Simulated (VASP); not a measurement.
# GaN (Fm-3m) in VASP: settings compared

The runs below take GaN through band structure, G0W0 quasiparticle levels, with PBE-EpsX, PBE.

All numbers are computed with VASP 6.6.1; they aren't measurements. Logs are shortened: lines on timing, memory, paths and dates and some standing lists are left out, and cuts for length are marked.

### 1 Starting point

The structure is cubic, space group Fm-3m (No. 225). Conventional cell: a = 4.270 Å, b = 4.270 Å, c = 4.270 Å, α = 90.00°, β = 90.00°, γ = 90.00°. Around Ga (site symmetry m-3m) lie 6 N at 2.14 Å. N (site symmetry m-3m) is surrounded by 6 Ga at 2.14 Å.

Measurements of this composition are mostly on another form, of space group No. 186.

### 2 Band structure, PBE-EpsX

POSCAR reads:

```
GaN
1.0
    0.0000000000      2.1352350000      2.1352350000
    2.1352350000      0.0000000000      2.1352350000
    2.1352350000      2.1352350000      0.0000000000
Ga N
1 1
Direct
    0.0000000000      0.0000000000      0.0000000000
    0.5000000000      0.5000000000      0.5000000000
```

INCAR.step1 reads:

```
SYSTEM = GaN
ALGO = Normal
EDIFF = 1E-8
ENCUT = 520
GGA = PE
ISIF = 2
ISMEAR = 0
LASPH = .TRUE.
LCHARG = .FALSE.
LEPSILON = .TRUE.
LREAL = .FALSE.
LWAVE = .FALSE.
NELM = 80
PREC = Accurate
SIGMA = 0.02
```

KPOINTS.step1 reads:

```
Automatic mesh
0
G
  10 10 10
  0 0 0
```

INCAR.step2 reads:

```
SYSTEM = GaN
ALGO = Normal
EDIFF = 1E-5
ENCUT = 520
GGA = PE
ISIF = 2
ISMEAR = 0
LASPH = .TRUE.
LCHARG = .FALSE.
LREAL = .FALSE.
LWAVE = .TRUE.
NELM = 80
PREC = Accurate
SIGMA = 0.02
```

KPOINTS.step2 reads:

```
k-points
0
G
  8 8 8
  0 0 0
```

INCAR.step3 reads:

```
SYSTEM = GaN
AEXX = 0.1164
ALGO = Normal
EDIFF = 1E-7
ENCUT = 520
GGA = PE
HFRCUT = -1
ISIF = 2
ISMEAR = 0
ISTART = 1
LASPH = .TRUE.
LCHARG = .FALSE.
LHFCALC = .TRUE.
LREAL = .FALSE.
LWAVE = .FALSE.
NELM = 80
PREC = Accurate
PRECFOCK = Fast
SIGMA = 0.02
```

KPOINTS.step3 reads:

```
k-points
0
G
  8 8 8
  0 0 0
```

KPOINTS_OPT reads:

```
path GXWKGLUWLK,UX
12
line-mode
reciprocal
 0.0000000000  0.0000000000  0.0000000000  G
 0.5000000000  0.0000000000  0.5000000000  X

 0.5000000000  0.0000000000  0.5000000000  X
 0.5000000000  0.2500000000  0.7500000000  W

 0.5000000000  0.2500000000  0.7500000000  W
 0.3750000000  0.3750000000  0.7500000000  K

 0.3750000000  0.3750000000  0.7500000000  K
 0.0000000000  0.0000000000  0.0000000000  G

 0.0000000000  0.0000000000  0.0000000000  G
 0.5000000000  0.5000000000  0.5000000000  L

 0.5000000000  0.5000000000  0.5000000000  L
 0.6250000000  0.2500000000  0.6250000000  U

 0.6250000000  0.2500000000  0.6250000000  U
 0.5000000000  0.2500000000  0.7500000000  W

 0.5000000000  0.2500000000  0.7500000000  W
 0.5000000000  0.5000000000  0.5000000000  L

 0.5000000000  0.5000000000  0.5000000000  L
 0.3750000000  0.3750000000  0.7500000000  K

 0.6250000000  0.2500000000  0.6250000000  U
 0.5000000000  0.0000000000  0.5000000000  X
```

Potentials or basis: VASP PAW PBE potentials, release 64 (Ga_d, N).

The run is started by

```bash
$ cat potpaw_PBE.64/Ga_d/POTCAR potpaw_PBE.64/N/POTCAR > POTCAR
$ cp INCAR.step1 INCAR
$ cp KPOINTS.step1 KPOINTS
$ mpirun -np 1 vasp_std > vasp.out
$ cp INCAR.step2 INCAR
$ cp KPOINTS.step2 KPOINTS
$ mpirun -np 1 vasp_std > vasp.out
$ cp INCAR.step3 INCAR
$ cp KPOINTS.step3 KPOINTS
$ mpirun -np 1 vasp_std > vasp.out
```

OUTCAR:

```text
SYSTEM = GaN
   AEXX = 0.1164
   EDIFF = 1E-7
   ENCUT = 520
   GGA = PE
   ISIF = 2
   ISMEAR = 0
   ISTART = 1
   LASPH = .TRUE.
   LHFCALC = .TRUE.
   LREAL = .FALSE.
   NELM = 80
   PREC = Accurate
   PRECFOCK = Fast

 ion  position               nearest neighbor table
   1  0.000  0.000  0.000-   2 2.14   2 2.14   2 2.14   2 2.14   2 2.14   2 2.14
   2  0.500  0.500  0.500-   1 2.14   1 2.14   1 2.14   1 2.14   1 2.14   1 2.14

  LATTYP: Found a face centered cubic cell.
 ALAT       =     4.2704700000

  Lattice vectors:

 A1 = (   0.0000000000,   2.1352350000,   2.1352350000)
 A2 = (   2.1352350000,   0.0000000000,   2.1352350000)
 A3 = (   2.1352350000,   2.1352350000,   0.0000000000)

Analysis of symmetry for initial positions (statically):
=====================================================================
 Subroutine PRICEL returns:
 Original cell was already a primitive cell.

 Routine SETGRP: Setting up the symmetry group for a
 face centered cubic supercell.

 Subroutine GETGRP returns: Found 48 space group operations
 (whereof 48 operations were pure point group operations)
 out of a pool of 48 trial point group operations.

The static configuration has the point symmetry O_h .

Analysis of symmetry for dynamics (positions and initial velocities):
=====================================================================
 Subroutine PRICEL returns:
 Original cell was already a primitive cell.

 Routine SETGRP: Setting up the symmetry group for a
 face centered cubic supercell.

 Subroutine GETGRP returns: Found 48 space group operations
 (whereof 48 operations were pure point group operations)
 out of a pool of 48 trial point group operations.

The dynamic configuration has the point symmetry O_h .

 Subroutine INISYM returns: Found 48 space group operations
 (whereof 48 operations are pure point group operations),
 and found     1 'primitive' translations

----------------------------------------------------------------------------------------

                                     Primitive cell

  volume of cell :      19.4700

  direct lattice vectors                    reciprocal lattice vectors
     0.000000000  2.135235000  2.135235000    -0.234166263  0.234166263  0.234166263
     2.135235000  0.000000000  2.135235000     0.234166263 -0.234166263  0.234166263
     2.135235000  2.135235000  0.000000000     0.234166263  0.234166263 -0.234166263

  length of vectors
     3.019678296  3.019678296  3.019678296     0.405587864  0.405587864  0.405587864
[... 96 lines left out ...]
   ISMEAR =     0;   SIGMA  =   0.02  broadening in eV -4-tet -1-fermi 0-gaus
   EFERMI_NEDOS =   21; number of points for ismear=-14 and -15
   IALGO  =     38    algorithm
   IMIX   =      1    mixing-type and parameters
     AMIX     =   0.40;   BMIX     =  1.00
     AMIX_MAG =   1.60;   BMIX_MAG =  1.00
  volume/ion in A,a.u.               =       9.74        65.70
  Fermi-wavevector in a.u.,A,eV,Ry     =   1.594814  3.013761 34.605481  2.543431
  Thomas-Fermi vector in A             =   2.692830
   LORBIT       =      0    0 simple, 1 ext, 2 COOP (PROOUT), +10 PAW based schemes
   GGA     = PE    functional components
   LHFCALC =     T    Hartree Fock is set to
   PRECFOCK=fast      Normal, Fast or Accurate (Low or Medium for compatibility)
   ENCUT4O =  -1.0   cutoff for four orbital integrals eV
   NKREDX  =     1    reduce k-point grid by
   NKREDY  =     1    reduce k-point grid by
   NKREDZ  =     1    reduce k-point grid by
   AEXX    =    0.1164 exact exchange contribution
   HFSCREEN=    0.0000 screening length (either q_TF or 0.3 A-1)
   HFSCREENC=   0.0000 screening length for correlation (either q_TF or 0.3 A-1)
   ENCUTFOCK=  -1.0 apply spherical cutoff to Coloumb kernel
   IVDW    =     0    specifies the selected vdW correction
   LEPSILON=     F    determine dielectric tensor
   LRPA    =     F    only Hartree local field effects (RPA)
 non-spin polarized calculation
 Gauss-broadening in eV      SIGMA  =   0.02
  energy-cutoff  :      520.00
  volume of cell :       19.47
 maximum number of plane-waves:       544
 NGX is ok and might be reduce to    24
  NGX = 14; NGY = 14; NGZ = 14

 number of electron      18.0000005 magnetization

 Free energy of the ion-electron system (eV)
  ---------------------------------------------------
  ext. energy  EPLUGINS =         0.00000000
  ---------------------------------------------------
  free energy    TOTEN  =       -12.79431234 eV

  energy without entropy =      -12.79431234  energy(sigma->0) =      -12.79431234

 E-fermi :   7.1360     XC(G=0): -11.6040

 val. band max:        6.9872313635   @ k =  -0.2500   0.1250   0.0000
 cond. band min:       8.2680046424   @ k =   0.5000   0.5000   0.0000
 fundamental gap:      1.2807732789
 Fermi energy:         7.1360194748

 k-point     1 :       0.0000    0.0000    0.0000
  band No.  band energies     occupation
      1     -10.7808      2.00000
      2      -8.0849      2.00000
      3      -8.0849      2.00000
      4      -8.0849      2.00000
      5      -8.0233      2.00000
      6      -8.0233      2.00000
      7       6.5272      2.00000
      8       6.5272      2.00000
      9       6.5272      2.00000
     10       9.7655      0.00000
     11      22.5477      0.00000
     12      22.5477      0.00000
     13      22.5477      0.00000
[... 354 lines left out ...]
  band No.  band energies     occupation
      1      -8.9665      2.00000
      2      -8.1818      2.00000
      3      -8.1140      2.00000
      4      -8.0284      2.00000
      5      -7.8799      2.00000
      6      -6.2514      2.00000
      7      -0.6032      2.00000
      8       3.8554      2.00000
      9       5.4032      2.00000
     10      13.6277      0.00000
     11      14.9022      0.00000
     12      18.6924      0.00000
     13      18.7688      0.00000

 [... further k-points ...]
[... 5 lines left out ...]
  --------------------------------------------------------------------------------------
  -------------------------------------------------------------------------------------
  Total       -0.5116181     -0.5116181     -0.5116181      0.0000000      0.0000000      0.0000000
  in kB      -42.1007144    -42.1007144    -42.1007144      0.0000000      0.0000000      0.0000000
  external PRESSURE =     -42.1007144 kB  Pullay stress =       0.0000000 kB

 VOLUME and BASIS-vectors are now :
 -----------------------------------------------------------------------------
  energy-cutoff  :      520.00
  volume of cell :       19.47
      direct lattice vectors                 reciprocal lattice vectors
     0.000000000  2.135235000  2.135235000    -0.234166263  0.234166263  0.234166263
     2.135235000  0.000000000  2.135235000     0.234166263 -0.234166263  0.234166263
     2.135235000  2.135235000  0.000000000     0.234166263  0.234166263 -0.234166263

 POSITION                                       TOTAL-FORCE (eV/Angst)
 -----------------------------------------------------------------------------------
      0.00000      0.00000      0.00000         0.000000      0.000000      0.000000
      2.13524      2.13524      2.13524        -0.000000      0.000000     -0.000000
 -----------------------------------------------------------------------------------
    total drift:                                0.000000     -0.000000     -0.000000

  FREE ENERGIE OF THE ION-ELECTRON SYSTEM (eV)
  ---------------------------------------------------
  free  energy   TOTEN  =       -12.7943123429 eV

  energy  without entropy=      -12.7943123429  energy(sigma->0) =      -12.79431234
```

OUTCAR.step1:

```text
SYSTEM = GaN
   EDIFF = 1E-8
   ENCUT = 520
   GGA = PE
   ISIF = 2
   ISMEAR = 0
   LASPH = .TRUE.
   LEPSILON = .TRUE.
   LREAL = .FALSE.
   NELM = 80
   PREC = Accurate

[... 666 lines left out ...]
  x     0.00000     0.00000     0.00000     0.00000     0.00000     0.00000
  y     0.00000     0.00000     0.00000     0.00000     0.00000     0.00000
  z     0.00000     0.00000     0.00000     0.00000     0.00000     0.00000

 BORN EFFECTIVE CHARGES (including local field effects) (in |e|, cummulative output)
 ---------------------------------------------------------------------------------
 ion    1
    1     3.62245    -0.00000     0.00000
    2     0.00000     3.62245     0.00000
    3     0.00000     0.00000     3.62245
 ion    2
    1    -3.62245     0.00000     0.00000
    2    -0.00000    -3.62245     0.00000
    3     0.00000     0.00000    -3.62245
```

OUTCAR.step2:

```text
SYSTEM = GaN
   EDIFF = 1E-5
   ENCUT = 520
   GGA = PE
   ISIF = 2
   ISMEAR = 0
[... 608 lines left out ...]
      0.00000      0.00000      0.00000        -0.000000      0.000000     -0.000000
      2.13524      2.13524      2.13524         0.000000     -0.000000      0.000000
 -----------------------------------------------------------------------------------
    total drift:                                0.000000     -0.000000     -0.000000

  FREE ENERGIE OF THE ION-ELECTRON SYSTEM (eV)
  ---------------------------------------------------
  free  energy   TOTEN  =       -11.2049119644 eV

  energy  without entropy=      -11.2049119644  energy(sigma->0) =      -11.20491196
```

Run time: 1.8 h. Hardware: 1 thread of Intel Xeon Platinum 8559C (Emerald Rapids), shared host; peak memory 0.23 GiB.

Results:

* Free energy: -12.7943 eV
* Pressure: -4.2 GPa
* Band gap on the k mesh: 1.28 eV, indirect (least direct gap 3.24 eV)
* Band gap along the path: 1.25 eV, indirect (least direct gap 3.24 eV)

Levels at the corners of the path, in eV from the valence-band top:
| point | band 5 | band 6 | band 7 | band 8 | band 9 | band 10 | band 11 | band 12 | band 13 |
| --- | --- | --- | --- | --- | --- | --- | --- | --- | --- |
| Γ | -15.04 | -15.04 | -0.49 | -0.49 | -0.49 | 2.74 | 15.53 | 15.53 | 15.53 |
| X | -14.85 | -11.87 | -7.20 | -3.05 | -3.05 | 1.25 | 8.63 | 12.90 | 15.43 |
| X | -14.85 | -11.87 | -7.20 | -3.05 | -3.05 | 1.25 | 8.63 | 12.90 | 15.43 |
| W | -14.85 | -12.08 | -5.41 | -5.41 | -4.67 | 5.87 | 10.70 | 11.25 | 11.25 |
| W | -14.85 | -12.08 | -5.41 | -5.41 | -4.67 | 5.87 | 10.70 | 11.25 | 11.25 |
| K | -14.89 | -12.25 | -6.23 | -5.82 | -2.14 | 3.90 | 9.84 | 12.13 | 13.45 |
| K | -14.89 | -12.25 | -6.23 | -5.82 | -2.14 | 3.90 | 9.84 | 12.13 | 13.45 |
| Γ | -15.04 | -15.04 | -0.49 | -0.49 | -0.49 | 2.74 | 15.53 | 15.53 | 15.53 |
| Γ | -15.04 | -15.04 | -0.49 | -0.49 | -0.49 | 2.74 | 15.53 | 15.53 | 15.53 |
| L | -14.91 | -14.72 | -8.45 | -0.20 | -0.20 | 5.44 | 9.93 | 9.93 | 10.30 |
| L | -14.91 | -14.72 | -8.45 | -0.20 | -0.20 | 5.44 | 9.93 | 9.93 | 10.30 |
| U | -14.89 | -12.25 | -6.23 | -5.82 | -2.14 | 3.90 | 9.84 | 12.13 | 13.45 |
| U | -14.89 | -12.25 | -6.23 | -5.82 | -2.14 | 3.90 | 9.84 | 12.13 | 13.45 |
| W | -14.85 | -12.08 | -5.41 | -5.41 | -4.67 | 5.87 | 10.70 | 11.25 | 11.25 |
| W | -14.85 | -12.08 | -5.41 | -5.41 | -4.67 | 5.87 | 10.70 | 11.25 | 11.25 |
| L | -14.91 | -14.72 | -8.45 | -0.20 | -0.20 | 5.44 | 9.93 | 9.93 | 10.30 |
| L | -14.91 | -14.72 | -8.45 | -0.20 | -0.20 | 5.44 | 9.93 | 9.93 | 10.30 |
| K | -14.89 | -12.25 | -6.23 | -5.82 | -2.14 | 3.90 | 9.84 | 12.13 | 13.45 |
| U | -14.89 | -12.25 | -6.23 | -5.82 | -2.14 | 3.90 | 9.84 | 12.13 | 13.45 |
| X | -14.85 | -11.87 | -7.20 | -3.05 | -3.05 | 1.25 | 8.63 | 12.90 | 15.43 |

Caveat: the PAW data sets were made with another functional, which shifts forces and pressure a little.

(Continued in part 2 of 2.)
